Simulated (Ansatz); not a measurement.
# Cobalt, diamond under LDA: structure, energy and stiffness, part 2 of 3

Aim: take cobalt in the diamond structure, relax it, solve it on a dense k-mesh, switch on spin-orbit coupling, then scale the cell to 7 volumes from 88 to 112 % of the relaxed one and try a fit of the equation of state. The start is antiferromagnetic. The k-meshes are 11×11×11 for the relaxation; 19×19×19 for the dense run; 11×11×11 for spin-orbit coupling; 13×13×13 for the volumes.

Ansatz 0.2.0; DFT, LDA (PW92), plane waves (420 eV) with PAW, scalar-relativistic. Earlier steps stand in the parts before.

## (3) Dense single point

This is Co in the diamond structure; at room conditions it is hcp.

Contents of input.yaml:

```yaml
crystal:
  lattice:
    - [0.0, 2.394978229, 2.394978229]
    - [2.394978229, 0.0, 2.394978229]
    - [2.394978229, 2.394978229, 0.0]
  atoms:
    - { symbol: Co, position: [0.125, 0.125, 0.125], spin: 1.7 }
    - { symbol: Co, position: [0.875, 0.875, 0.875], spin: -1.7 }
hamiltonian:
  xc: lda
  pseudopotentials:
    kind: paw
    azcp:
      Co: "pseudopotentials/Co.paw.azcp"
basis:
  ecutwfc: 420
  fft_grid_basis: typed
kpoints:
  mp_grid: { grid: [19, 19, 19], shift: [0, 0, 0] }
magnetization:
  spin_polarized: true
scf:
  occupations: { method: fermi_dirac, width: 0.05 }
```

The log of the run, cut to the lines that bear on the results:

```text
Warning: <dir> the record states the generating functional pbe (its physics header spells it `PBE`), which answers neither for hamiltonian.xc's functional nor for the lda family's — results may be inconsistent (PPs are generated against a specific XC)
Warning: RAYON_NUM_THREADS=2 ignored (pool sized by the plan → 2); use --threads N
[...]
Pseudopotentials: kind: paw
Pseudopotential: Co, paw, valence charge 17, recommended cutoff 420 eV (normal), <dir>
Functional definition: SPW92
[...]
Crystal: 2 atoms, lattice volume = 27.475 Å³
Basis set: ecut = 420 eV, 537 PW (Γ)
Bands: 23, of which v1, the nominal top of the filled ones, is band 17 counted from 1 (16 counted from 0)
Symmetry: 24 space group operations
[...]
WARN: the starting moments were not kept: the SCF closed with an absolute magnetisation of 3.3e-5 μB, where they sum to 3.4 μB in size (2 sites). That is at most 0.1 of that sum. Measured as dr2_m measures the in/out step, that magnetisation stands 1.5e-9 eV from none, at or under the [...]
SCF converged after 13 iterations
Magnetization: -0.0000 μB (17.0000 up, 17.0000 down)
Absolute magnetization: 0.0000 μB (∫|ρ↑−ρ↓|, with the PAW one-centre terms)
Spin contamination: 0.0000 ħ² per cell (⟨S²⟩ above its minimum at these occupations)
Per-site moments (μB) at R_I (Å): [(-1.6007677159940782e-5, 0.855571194977674), (-1.610735770730628e-5, 0.855571194977674)]
Free energy (F): -10122.768915 eV
[...]
E sigma→0 (E₀):  -10122.752691 eV
Entropy (-TS):   -0.032448 eV (-16.224 meV/atom)
Fermi energy:    13.513102 eV
[...]
--- Band table (eV; the first three rows and the last of 440) ---
[... band rows left out ...]
[...]
```

It took 66 s on 2 threads of Arm Neoverse V1, shared host; peak memory 0.62 GiB.

## (4) A two-component run at the same geometry

Contents of input.yaml:

```yaml
crystal:
  lattice:
    - [0.0, 2.394978229, 2.394978229]
    - [2.394978229, 0.0, 2.394978229]
    - [2.394978229, 2.394978229, 0.0]
  atoms:
    - { symbol: Co, position: [0.125, 0.125, 0.125], spin: 1.7, spin_axis: [0, 0, 1] }
    - { symbol: Co, position: [0.875, 0.875, 0.875], spin: -1.7, spin_axis: [0, 0, 1] }
hamiltonian:
  xc: lda
  pseudopotentials:
    kind: paw_fr
    azcp:
      Co: "pseudopotentials/Co.paw.azcp"
basis:
  ecutwfc: 420
  fft_grid_basis: typed
kpoints:
  mp_grid: { grid: [11, 11, 11], shift: [0, 0, 0] }
magnetization:
  noncollinear: true
  spin_orbit: true
scf:
  occupations: { method: fermi_dirac, width: 0.05 }
output:
  write_density: true
  write_potential: true
  elf: true
  volumetric_format: npy
```

The log of the run, cut to the lines that bear on the results:

```text
Warning: <dir> the record states the generating functional pbe (its physics header spells it `PBE`), which answers neither for hamiltonian.xc's functional nor for the lda family's — results may be inconsistent (PPs are generated against a specific XC)
Warning: RAYON_NUM_THREADS=2 ignored (pool sized by the plan → 2); use --threads N
[...]
Pseudopotentials: kind: paw_fr
Pseudopotential: Co, paw_fr, valence charge 17, recommended cutoff 420 eV (normal), <dir>
Functional definition: SPW92
[...]
Crystal: 2 atoms, lattice volume = 27.475 Å³
Basis set: ecut = 420 eV, 537 PW (Γ)
Bands: 42, of which v1, the nominal top of the filled ones, is band 34 counted from 1 (33 counted from 0)
[...]
WARN: the starting moments were not kept: the SCF closed with an absolute magnetisation of 2.5e-6 μB, where they sum to 3.4 μB in size (2 sites). That is at most 0.1 of that sum. Measured as dr2_m measures the in/out step, that magnetisation stands 5.5e-12 eV from none, at or under the [...]
SCF converged after 19 iterations
Magnetization: |M| = 0.0000 μB,  M = (-0.0000, -0.0000, +0.0000) μB
Absolute magnetization: 0.0000 μB (∫|m|, with the PAW one-centre terms)
  site 0: m = (-0.0000, +0.0000, +0.0000) μB, |m| = 0.0000 μB  (R = 0.86 Å)
  site 1: m = (+0.0000, -0.0000, -0.0000) μB, |m| = 0.0000 μB  (R = 0.86 Å)
Free energy (F): -10123.246068 eV
[...]
E sigma→0 (E₀):  -10123.229993 eV
Entropy (-TS):   -0.032150 eV (-16.075 meV/atom)
Fermi energy:    13.526197 eV
[...]
--- Band table (eV; the first three rows and the last of 201) ---
[...]
```

Run time: 67 s. Hardware: 2 threads of Arm Neoverse V1, shared host; peak memory 0.68 GiB.

Side by side:

|  | scalar-relativistic | with spin-orbit coupling |
| --- | --- | --- |
| k-mesh | 19×19×19 | 11×11×11 |
| gap on the mesh | none (levels filled in part) | none (levels filled in part) |
| magnetic state | non-magnetic | non-magnetic |

The meshes differ, so small differences between the columns need not come from spin-orbit coupling.

Axes a, b and c in the maps are those of this run's conventional cell (a, b, c = 4.790, 4.790, 4.790 Å).

Density in a lattice plane of the grid's cell (edges 4.79 and 4.79 Å, at 0.125 of the third edge), which holds Co.

Values in e/Å³, 12 rows by 12 columns:
```
 0.32  0.39  0.41  0.32  0.26  0.22  0.18  0.17  0.17  0.18  0.22  0.25
 0.18  0.16  0.15  0.18  0.22  0.26  0.32  0.40  0.40  0.31  0.28  0.22
 0.12  0.09  0.10  0.12  0.18  0.32  0.86  3.02  3.03  0.84  0.31  0.18
 0.10  0.07  0.07  0.10  0.15  0.41  3.03 26.82 27.48  3.03  0.40  0.17
 0.10  0.07  0.07  0.09  0.16  0.39  2.98 26.90 26.82  3.02  0.40  0.17
 0.12  0.10  0.10  0.12  0.18  0.32  0.86  2.98  3.03  0.86  0.32  0.18
 0.18  0.17  0.17  0.18  0.22  0.25  0.32  0.39  0.41  0.32  0.26  0.22
 0.32  0.40  0.40  0.31  0.28  0.22  0.18  0.16  0.15  0.18  0.22  0.26
 0.86  3.02  3.03  0.84  0.31  0.18  0.12  0.09  0.10  0.12  0.18  0.32
 3.03 26.82 27.48  3.03  0.40  0.17  0.10  0.07  0.07  0.10  0.15  0.41
 2.98 26.90 26.82  3.02  0.40  0.17  0.10  0.07  0.07  0.09  0.16  0.39
 0.86  2.98  3.03  0.86  0.32  0.18  0.12  0.10  0.10  0.12  0.18  0.32
```
Columns run along the first of these edges and rows up along the second, over one cell in 12 and 12 even steps from the bottom left corner. Atoms in the plane (fractional): Co at (0.12, 0.12), Co at (0.62, 0.62).

ELF in the same plane.

Ten even steps from '0' (0.11) to '9' (0.98):
```
100100112111111111111121
111111121111111111111112
111111111112111111121111
111111111121100100112111
000000011211012321011211
000000011110147874101111
000000011101379997310111
000000011101379997310111
000000011110147874101111
000000011211012321011211
111111111121100100112111
111111111112111111121111
111111121111111111111112
100100112111111111111121
012321011211000000011211
147874101111000000011110
379997310111000000011101
379997310111000000011101
147874101111000000011110
012321011211000000011211
```
Columns run along the first of these edges and rows up along the second, over one cell in 24 and 20 even steps from the bottom left corner. Atoms in the plane (fractional): Co at (0.12, 0.12), Co at (0.62, 0.62).

Both are smooth fields of the valence electrons: close to the nuclei they are not physical.

## (5) The cell scaled to 88 % of its volume

Contents of input.yaml:

```yaml
crystal:
  lattice:
    - [0.0, 2.2950692487, 2.2950692487]
    - [2.2950692487, 0.0, 2.2950692487]
    - [2.2950692487, 2.2950692487, 0.0]
  atoms:
    - { symbol: Co, position: [0.125, 0.125, 0.125], spin: 1.7 }
    - { symbol: Co, position: [0.875, 0.875, 0.875], spin: -1.7 }
hamiltonian:
  xc: lda
  pseudopotentials:
    kind: paw
    azcp:
      Co: "pseudopotentials/Co.paw.azcp"
basis:
  ecutwfc: 420
  fft_grid_basis: typed
kpoints:
  mp_grid: { grid: [13, 13, 13], shift: [0, 0, 0] }
magnetization:
  spin_polarized: true
scf:
  occupations: { method: fermi_dirac, width: 0.05 }
  lower_state_search: "off"
output:
  stress: true
  write_density: true
  write_potential: true
  elf: true
  volumetric_format: npy
```

The log of the run, cut to the lines that bear on the results:

```text
Warning: <dir> the record states the generating functional pbe (its physics header spells it `PBE`), which answers neither for hamiltonian.xc's functional nor for the lda family's — results may be inconsistent (PPs are generated against a specific XC)
Warning: RAYON_NUM_THREADS=2 ignored (pool sized by the plan → 2); use --threads N
[...]
Pseudopotentials: kind: paw
Pseudopotential: Co, paw, valence charge 17, recommended cutoff 420 eV (normal), <dir>
Functional definition: SPW92
[...]
Crystal: 2 atoms, lattice volume = 24.178 Å³
Basis set: ecut = 420 eV, 459 PW (Γ)
Bands: 23, of which v1, the nominal top of the filled ones, is band 17 counted from 1 (16 counted from 0)
Symmetry: 24 space group operations
[...]
WARN: the starting moments were not kept: the SCF closed with an absolute magnetisation of 2.0e-5 μB, where they sum to 3.4 μB in size (2 sites). That is at most 0.1 of that sum. Measured as dr2_m measures the in/out step, that magnetisation stands 5.7e-10 eV from none, at or under the [...]
SCF converged after 19 iterations
Magnetization: -0.0000 μB (17.0000 up, 17.0000 down)
Absolute magnetization: 0.0000 μB (∫|ρ↑−ρ↓|, with the PAW one-centre terms)
Spin contamination: 0.0000 ħ² per cell (⟨S²⟩ above its minimum at these occupations)
Per-site moments (μB) at R_I (Å): [(-9.822864024060291e-6, 0.8198801625376994), (-9.497724519272362e-6, 0.8198801625376994)]
Free energy (F): -10122.506936 eV
[...]
E sigma→0 (E₀):  -10122.493066 eV
Entropy (-TS):   -0.027741 eV (-13.870 meV/atom)
Fermi energy:    16.098011 eV
[...]
--- Stress (GPa, compression-positive) ---
       28.628532       0.000000       0.000000
       -0.000000      28.628532      -0.000000
        0.000000      -0.000000      28.628532
  P = ⅓ Tr σ = 28.6285 GPa (286.285 kbar)
--- Band table (eV; the first three rows and the last of 168) ---
[... band rows left out ...]
[...]
```

Wall time 14 s (2 threads of Arm Neoverse V1, shared host); peak memory 0.35 GiB.

## (6) The cell scaled to 92 % of its volume

input.yaml: that of step 5 with these lines changed.

```diff
@@ -2,5 +2,5 @@
   lattice:
-    - [0.0, 2.2950692487, 2.2950692487]
-    - [2.2950692487, 0.0, 2.2950692487]
-    - [2.2950692487, 2.2950692487, 0.0]
+    - [0.0, 2.3293290645, 2.3293290645]
+    - [2.3293290645, 0.0, 2.3293290645]
+    - [2.3293290645, 2.3293290645, 0.0]
   atoms:
```

The log of the run, cut to the lines that bear on the results:

```text
Warning: <dir> the record states the generating functional pbe (its physics header spells it `PBE`), which answers neither for hamiltonian.xc's functional nor for the lda family's — results may be inconsistent (PPs are generated against a specific XC)
Warning: RAYON_NUM_THREADS=2 ignored (pool sized by the plan → 2); use --threads N
[...]
Pseudopotentials: kind: paw
Pseudopotential: Co, paw, valence charge 17, recommended cutoff 420 eV (normal), <dir>
Functional definition: SPW92
[...]
Crystal: 2 atoms, lattice volume = 25.277 Å³
Basis set: ecut = 420 eV, 531 PW (Γ)
Bands: 23, of which v1, the nominal top of the filled ones, is band 17 counted from 1 (16 counted from 0)
Symmetry: 24 space group operations
[...]
WARN: the starting moments were not kept: the SCF closed with an absolute magnetisation of 1.0e-5 μB, where they sum to 3.4 μB in size (2 sites). That is at most 0.1 of that sum. Measured as dr2_m measures the in/out step, that magnetisation stands 1.5e-10 eV from none, at or under the [...]
SCF converged after 18 iterations
Magnetization: 0.0000 μB (17.0000 up, 17.0000 down)
Absolute magnetization: 0.0000 μB (∫|ρ↑−ρ↓|, with the PAW one-centre terms)
Spin contamination: 0.0000 ħ² per cell (⟨S²⟩ above its minimum at these occupations)
Per-site moments (μB) at R_I (Å): [(6.934708298767296e-6, 0.8321189842475568), (2.3621987359323997e-6, 0.8321189842475568)]
Free energy (F): -10122.661281 eV
[...]
E sigma→0 (E₀):  -10122.646410 eV
Entropy (-TS):   -0.029741 eV (-14.870 meV/atom)
Fermi energy:    15.158606 eV
[...]
--- Stress (GPa, compression-positive) ---
       16.837877       0.000000       0.000000
        0.000000      16.837877      -0.000000
        0.000000      -0.000000      16.837877
  P = ⅓ Tr σ = 16.8379 GPa (168.379 kbar)
--- Band table (eV; the first three rows and the last of 168) ---
[... band rows left out ...]
[...]
```

Run time: 12 s. Hardware: 2 threads of Arm Neoverse V1, shared host; peak memory 0.36 GiB.

## (7) The cell scaled to 96 % of its volume

input.yaml: that of step 6 with these lines changed.

```diff
@@ -2,5 +2,5 @@
   lattice:
-    - [0.0, 2.3293290645, 2.3293290645]
-    - [2.3293290645, 0.0, 2.3293290645]
-    - [2.3293290645, 2.3293290645, 0.0]
+    - [0.0, 2.3626096904, 2.3626096904]
+    - [2.3626096904, 0.0, 2.3626096904]
+    - [2.3626096904, 2.3626096904, 0.0]
   atoms:
```

The log of the run, cut to the lines that bear on the results:

```text
Warning: <dir> the record states the generating functional pbe (its physics header spells it `PBE`), which answers neither for hamiltonian.xc's functional nor for the lda family's — results may be inconsistent (PPs are generated against a specific XC)
Warning: RAYON_NUM_THREADS=2 ignored (pool sized by the plan → 2); use --threads N
[...]
Pseudopotentials: kind: paw
Pseudopotential: Co, paw, valence charge 17, recommended cutoff 420 eV (normal), <dir>
Functional definition: SPW92
[...]
Crystal: 2 atoms, lattice volume = 26.376 Å³
Basis set: ecut = 420 eV, 531 PW (Γ)
Bands: 23, of which v1, the nominal top of the filled ones, is band 17 counted from 1 (16 counted from 0)
Symmetry: 24 space group operations
[...]
WARN: the starting moments were not kept: the SCF closed with an absolute magnetisation of 3.9e-5 μB, where they sum to 3.4 μB in size (2 sites). That is at most 0.1 of that sum. Measured as dr2_m measures the in/out step, that magnetisation stands 2.1e-9 eV from none, at or under the [...]
SCF converged after 18 iterations
Magnetization: -0.0000 μB (17.0000 up, 17.0000 down)
Absolute magnetization: 0.0000 μB (∫|ρ↑−ρ↓|, with the PAW one-centre terms)
Spin contamination: 0.0000 ħ² per cell (⟨S²⟩ above its minimum at these occupations)
Per-site moments (μB) at R_I (Å): [(-1.626834134717602e-5, 0.8440080045843961), (-2.1608301073821195e-5, 0.8440080045843961)]
Free energy (F): -10122.743346 eV
[...]
E sigma→0 (E₀):  -10122.727472 eV
Entropy (-TS):   -0.031749 eV (-15.875 meV/atom)
Fermi energy:    14.298193 eV
[...]
--- Stress (GPa, compression-positive) ---
        7.438949       0.000000       0.000000
        0.000000       7.438949      -0.000000
        0.000000      -0.000000       7.438949
  P = ⅓ Tr σ = 7.4389 GPa (74.389 kbar)
--- Band table (eV; the first three rows and the last of 168) ---
[... band rows left out ...]
[...]
```

It took 12 s on 2 threads of Arm Neoverse V1, shared host; peak memory 0.36 GiB.

## (8) The cell scaled to 100 % of its volume

input.yaml: that of step 7 with these lines changed.

```diff
@@ -2,5 +2,5 @@
   lattice:
-    - [0.0, 2.3626096904, 2.3626096904]
-    - [2.3626096904, 0.0, 2.3626096904]
-    - [2.3626096904, 2.3626096904, 0.0]
+    - [0.0, 2.394978229, 2.394978229]
+    - [2.394978229, 0.0, 2.394978229]
+    - [2.394978229, 2.394978229, 0.0]
   atoms:
@@ -26,5 +26 @@
   stress: true
-  write_density: true
-  write_potential: true
-  elf: true
-  volumetric_format: npy
```

The log of the run, cut to the lines that bear on the results:

```text
Warning: <dir> the record states the generating functional pbe (its physics header spells it `PBE`), which answers neither for hamiltonian.xc's functional nor for the lda family's — results may be inconsistent (PPs are generated against a specific XC)
Warning: RAYON_NUM_THREADS=2 ignored (pool sized by the plan → 2); use --threads N
[...]
Pseudopotentials: kind: paw
Pseudopotential: Co, paw, valence charge 17, recommended cutoff 420 eV (normal), <dir>
Functional definition: SPW92
[...]
Crystal: 2 atoms, lattice volume = 27.475 Å³
Basis set: ecut = 420 eV, 537 PW (Γ)
Bands: 23, of which v1, the nominal top of the filled ones, is band 17 counted from 1 (16 counted from 0)
Symmetry: 24 space group operations
[...]
WARN: the starting moments were not kept: the SCF closed with an absolute magnetisation of 2.6e-4 μB, where they sum to 3.4 μB in size (2 sites). That is at most 0.1 of that sum. Measured as dr2_m measures the in/out step, that magnetisation stands 9.2e-8 eV from none, at or under the [...]
SCF converged after 26 iterations
Magnetization: 0.0003 μB (17.0001 up, 16.9999 down)
Absolute magnetization: 0.0003 μB (∫|ρ↑−ρ↓|, with the PAW one-centre terms)
Spin contamination: 0.0000 ħ² per cell (⟨S²⟩ above its minimum at these occupations)
Per-site moments (μB) at R_I (Å): [(0.00012547077914026498, 0.855571194977674), (0.00012609998176010538, 0.855571194977674)]
Free energy (F): -10122.767678 eV
[...]
E sigma→0 (E₀):  -10122.750785 eV
Entropy (-TS):   -0.033787 eV (-16.894 meV/atom)
Fermi energy:    13.507281 eV
[...]
--- Stress (GPa, compression-positive) ---
       -0.067968      -0.000000       0.000000
        0.000000      -0.067968      -0.000000
        0.000000      -0.000000      -0.067968
  P = ⅓ Tr σ = -0.0680 GPa (-0.680 kbar)
```

Run time: 15 s. Hardware: 2 threads of Arm Neoverse V1, shared host; peak memory 0.36 GiB.

## (9) The cell scaled to 104 % of its volume

input.yaml: that of step 8 with these lines changed.

```diff
@@ -2,5 +2,5 @@
   lattice:
-    - [0.0, 2.394978229, 2.394978229]
-    - [2.394978229, 0.0, 2.394978229]
-    - [2.394978229, 2.394978229, 0.0]
+    - [0.0, 2.4264947146, 2.4264947146]
+    - [2.4264947146, 0.0, 2.4264947146]
+    - [2.4264947146, 2.4264947146, 0.0]
   atoms:
@@ -26 +26,5 @@
   stress: true
+  write_density: true
+  write_potential: true
+  elf: true
+  volumetric_format: npy
```

The log of the run, cut to the lines that bear on the results:

```text
Warning: <dir> the record states the generating functional pbe (its physics header spells it `PBE`), which answers neither for hamiltonian.xc's functional nor for the lda family's — results may be inconsistent (PPs are generated against a specific XC)
Warning: RAYON_NUM_THREADS=2 ignored (pool sized by the plan → 2); use --threads N
[...]
Pseudopotentials: kind: paw
Pseudopotential: Co, paw, valence charge 17, recommended cutoff 420 eV (normal), <dir>
Functional definition: SPW92
[...]
Crystal: 2 atoms, lattice volume = 28.574 Å³
Basis set: ecut = 420 eV, 537 PW (Γ)
Bands: 23, of which v1, the nominal top of the filled ones, is band 17 counted from 1 (16 counted from 0)
Symmetry: 24 space group operations
[...]
WARN: the starting moments were not kept: the SCF closed with an absolute magnetisation of 1.7e-5 μB, where they sum to 3.4 μB in size (2 sites). That is at most 0.1 of that sum. Measured as dr2_m measures the in/out step, that magnetisation stands 3.9e-10 eV from none, at or under the [...]
SCF converged after 25 iterations
Magnetization: -0.0000 μB (17.0000 up, 17.0000 down)
Absolute magnetization: 0.0000 μB (∫|ρ↑−ρ↓|, with the PAW one-centre terms)
Spin contamination: 0.0000 ħ² per cell (⟨S²⟩ above its minimum at these occupations)
Per-site moments (μB) at R_I (Å): [(-7.981462358374003e-6, 0.8668300018093117), (-8.49152587439865e-6, 0.8668300018093117)]
Free energy (F): -10122.745847 eV
[...]
E sigma→0 (E₀):  -10122.727917 eV
Entropy (-TS):   -0.035861 eV (-17.930 meV/atom)
Fermi energy:    12.778084 eV
[...]
--- Stress (GPa, compression-positive) ---
       -6.058559      -0.000000       0.000000
        0.000000      -6.058559      -0.000000
        0.000000      -0.000000      -6.058559
  P = ⅓ Tr σ = -6.0586 GPa (-60.586 kbar)
--- Band table (eV; the first three rows and the last of 168) ---
[... band rows left out ...]
[...]
```

Run time: 21 s. Hardware: 2 threads of Arm Neoverse V1, shared host; peak memory 0.37 GiB.

## (10) The cell scaled to 108 % of its volume

input.yaml: that of step 9 with these lines changed.

```diff
@@ -2,5 +2,5 @@
   lattice:
-    - [0.0, 2.4264947146, 2.4264947146]
-    - [2.4264947146, 0.0, 2.4264947146]
-    - [2.4264947146, 2.4264947146, 0.0]
+    - [0.0, 2.4572130986, 2.4572130986]
+    - [2.4572130986, 0.0, 2.4572130986]
+    - [2.4572130986, 2.4572130986, 0.0]
   atoms:
```

The log of the run, cut to the lines that bear on the results:

```text
Warning: <dir> the record states the generating functional pbe (its physics header spells it `PBE`), which answers neither for hamiltonian.xc's functional nor for the lda family's — results may be inconsistent (PPs are generated against a specific XC)
Warning: RAYON_NUM_THREADS=2 ignored (pool sized by the plan → 2); use --threads N
[...]
Pseudopotentials: kind: paw
Pseudopotential: Co, paw, valence charge 17, recommended cutoff 420 eV (normal), <dir>
Functional definition: SPW92
[...]
Crystal: 2 atoms, lattice volume = 29.673 Å³
Basis set: ecut = 420 eV, 561 PW (Γ)
Bands: 23, of which v1, the nominal top of the filled ones, is band 17 counted from 1 (16 counted from 0)
Symmetry: 24 space group operations
[...]
WARN: the starting moments were not kept: the SCF closed with an absolute magnetisation of 3.1e-5 μB, where they sum to 3.4 μB in size (2 sites). That is at most 0.1 of that sum. Measured as dr2_m measures the in/out step, that magnetisation stands 1.3e-9 eV from none, at or under the [...]
SCF converged after 24 iterations
Magnetization: -0.0000 μB (17.0000 up, 17.0000 down)
Absolute magnetization: 0.0000 μB (∫|ρ↑−ρ↓|, with the PAW one-centre terms)
Spin contamination: 0.0000 ħ² per cell (⟨S²⟩ above its minimum at these occupations)
Per-site moments (μB) at R_I (Å): [(-1.4131607092110621e-5, 0.877803698433534), (-1.6255653808671475e-5, 0.877803698433534)]
Free energy (F): -10122.687287 eV
[...]
E sigma→0 (E₀):  -10122.668305 eV
Entropy (-TS):   -0.037964 eV (-18.982 meV/atom)
Fermi energy:    12.103920 eV
[...]
--- Stress (GPa, compression-positive) ---
      -10.837283      -0.000000       0.000000
       -0.000000     -10.837283      -0.000000
        0.000000      -0.000000     -10.837283
  P = ⅓ Tr σ = -10.8373 GPa (-108.373 kbar)
--- Band table (eV; the first three rows and the last of 168) ---
[... band rows left out ...]
[...]
```

It took 20 s on 2 threads of Arm Neoverse V1, shared host; peak memory 0.38 GiB.

[end of part 2 of 3]
